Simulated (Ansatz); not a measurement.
# GaSb: equation of state with rPW86-PBE

GaSb:

```
Sb Ga
1.0
     0.00000    3.05900    3.05900
     3.05900    0.00000    3.05900
     3.05900    3.05900    0.00000
Sb Ga
1 1
Direct
  0.75000 0.75000 0.75000
  0.00000 0.00000 0.00000
```

| Property | Result |
| --- | --- |
| Program | Ansatz 0.2.0 |
| Task | equation of state |
| Functional | rPW86-PBE |
| Potentials or basis | Ansatz PAW |
| Cutoff | 420 eV |
| Density cutoff | 1680 eV |
| k mesh | 8 × 8 × 8 |
| Occupations | fermi-dirac, width 0.05 eV |
| Spin | no spin polarisation |

* Equilibrium volume: 31.51 Å³/atom (rough: see the caveat)
* Bulk modulus: 40 GPa (rough)

Energy against volume, from the lowest point:
```
volume (Å³/atom)  energy (meV/atom)
          26.907             106.37
          27.480              77.02
          28.052              52.97
          28.625              33.66
          29.197              18.67
          29.770               7.57
          30.342               0.00
```

All runs of the series together: 13 s on 2 threads of Arm Neoverse V1 (shared host).

Caveat: the potentials were made for another functional, which shifts forces and pressure; the minimum lies outside the volumes run. Spin-orbit coupling is left out, which matters for the levels of Sb.
